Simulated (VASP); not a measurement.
Write the native input for VASP 6.6.1 that does the following.

```yaml
Task: relaxation of cell and atoms
Functional: PBE
Dispersion: D3(BJ)
Potentials_or_basis: VASP PAW PBE potentials, release 64 (Sn_d, O)
Cutoff: 600 eV
k_mesh: 8 × 8 × 6
Occupations: gaussian, width 0.03 eV
Spin: no spin polarisation
Further_INCAR_settings: ALGO = Normal; EDIFF = 1e-07; IBRION = 2; EDIFFG = -0.005; NSW = 90; ISIF = 3
```

The structure of SnO lies in POSCAR:

```
SnO                                     
1.0
    3.8353842621      0.0000000000      0.0000000000
    0.0000000000      3.8353842621     -0.0000000000
    0.0000000000     -0.0000000000      4.7280501015
  Sn              O             
     2     2
Direct
     0.5000000000000000    0.0000000000000000    0.2459635184974918
     0.0000000000000000    0.5000000000000000    0.7540364815025083
     0.0000000000000000    0.0000000000000000    1.0000000000000000
     0.5000000000000000    0.5000000000000000    1.0000000000000000
```

The input as run:

INCAR

```
SYSTEM = SnO
ALGO = Normal ; EDIFF = 1E-7
EDIFFG = -0.005 ; ENCUT = 600
GGA = PE ; IBRION = 2
ISIF = 3 ; ISMEAR = 0
IVDW = 12 ; LASPH = .True.
LCHARG = .False. ; LREAL = .False.
LWAVE = .False. ; NELM = 80
NSW = 90 ; PREC = Accurate
SIGMA = 0.03
```

KPOINTS

```
k-points
0
Gamma
  8 8 6
  0 0 0
```

Potentials or basis: VASP PAW PBE potentials, release 64 (Sn_d, O).

Command:

```console
$ cat potpaw_PBE.64/Sn_d/POTCAR potpaw_PBE.64/O/POTCAR > POTCAR
$ mpirun -np 1 vasp_std > vasp.out
```

Results of the run:

```
Pressure after relaxing      : 0.0 GPa
Largest force after relaxing : 0.005 eV/Å
Band gap on the k mesh       : none (metal or under the smearing width)
Dispersion energy per atom   : -0.237 eV
```

Caveat: the relaxation stopped at its first step, so nothing moved; pairwise dispersion overbinds metals, which lowers pressure and volume.

It took 47 s on 1 thread of Intel(R) Xeon(R) 6975P-C (Granite Rapids), with other jobs on the host, peak memory 0.27 GiB.
